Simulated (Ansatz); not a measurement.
**5 guesses for TiAl and where they end**

All numbers below come from Ansatz, DFT PBE, scalar-relativistic, plane waves, PAW. All cells share a 420 eV cutoff and Γ-centred k meshes spaced at most about 0.3 Å⁻¹ (about 0.25 or finer for metals, 2π included). No spin polarisation in the final relaxations.

Each guess was relaxed in cell and atoms at zero pressure, within the symmetry of its start. All energies are static (0 K, no zero-point motion). Coordination counts all near atoms (those within 1.25 times the shortest distance at each site; a plus sign parts nearer from farther groups; a slash parts the counts of unlike sites).

```
guess                   made from  start group  V start (Å³/atom)                 end group  V end (Å³/atom)  coordination at the end  gap on mesh (eV)  E over the lowest end (meV/atom)
    1                 random cell       P6/mmm               14.5                         ?                ?                        ?                 ?                                 ?
    2                 random cell         Cmmm               17.7                    P4/mmm             22.3             Ti 1, Al 4/6                 0                              1450
    3                 random cell       I4/mmm               15.2                    P4/mmm             18.9               Ti 6, Al 6                 0                               895
    4  a cell as deposited in COD       P4/mmm               16.3      P4/mmm (CuAu (L1_0))             16.2             Ti 12, Al 12                 0                                 0
    5       a measured cell (COD)        Pm-3m               13.7  Pm-3m (caesium chloride)             16.2           Ti 8+6, Al 8+6                 0                               141
```

Guess 1 as it starts:

```xyz
2
Lattice="2.4728 0.0000 0.0000 -1.2364 2.1415 0.0000 0.0000 0.0000 5.4717" Properties=species:S:1:pos:R:3 pbc="T T T"
Ti    0.0000    0.0000    0.0000
Al    0.0000    0.0000    2.7359
```

**Question.** Fill in the missing row: what does this guess relax into, and where does it rank?

**Answer.** It ends in space group P6/mmm (No. 191), with a = 2.802 Å, c = 5.355 Å, 18.2 Å³/atom and no gap. It lies 0.80 eV/atom over the lowest end, above guess 5 and below guess 3. Counting all near atoms, this end has Ti 8, Al 8 and the lowest (guess 4) has Ti 12, Al 12.

Space group P6/mmm (No. 191). a = 2.802 Å, b = 2.802 Å, c = 5.355 Å, α = 90.00°, β = 90.00°, γ = 120.00°
```csv
atom,site,symmetry,x,y,z
Ti,1a,6/mmm,0.0000,0.0000,0.0000
Al,1b,6/mmm,0.0000,0.0000,0.5000
```

Energies over the elements count from the elements' standard structures at the same level, with no fitted energy shifts.

**Question.** Is the lowest end bound against the elements?

**Answer.** Yes: its formation energy is −0.40 eV/atom. A negative formation energy is needed for stability but isn't enough: competing phases decide.

Cells relaxed within their symmetry can be saddle points; a later kick test found a lower structure for TiAl Pm-3m. Some types were kept out of the candidates beforehand, so the set may lack a known form.

The ranking broadly follows packing: the two ends with twelve or more near neighbours (L1_0 with 12, caesium chloride with 8+6) lie lowest, and the energy then rises as the near coordination falls through eight and six to the very open end of guess 2. This is expected for a metal, where delocalised electrons gain little from a few short, directed contacts and open space costs cohesion. Volume tells the same story except at the bottom, where the L1_0 and caesium chloride ends are equally dense. Their splitting must therefore come from how the atoms are arranged, probably through Ti d–Al p hybridisation and the filling of the d-derived bands.

Guess 1 keeps flat triangular layers of a single element stacked directly atop one another, so each atom has only two unlike neighbours. It thus forgoes both close packing and most of the Ti–Al contacts that favour ordering. Set against the formation energy of −0.40 eV/atom, only the L1_0 and caesium chloride ends lie below the separated elements; the other three are unbound. The L1_0 minimum agrees with the known structure of γ-TiAl.
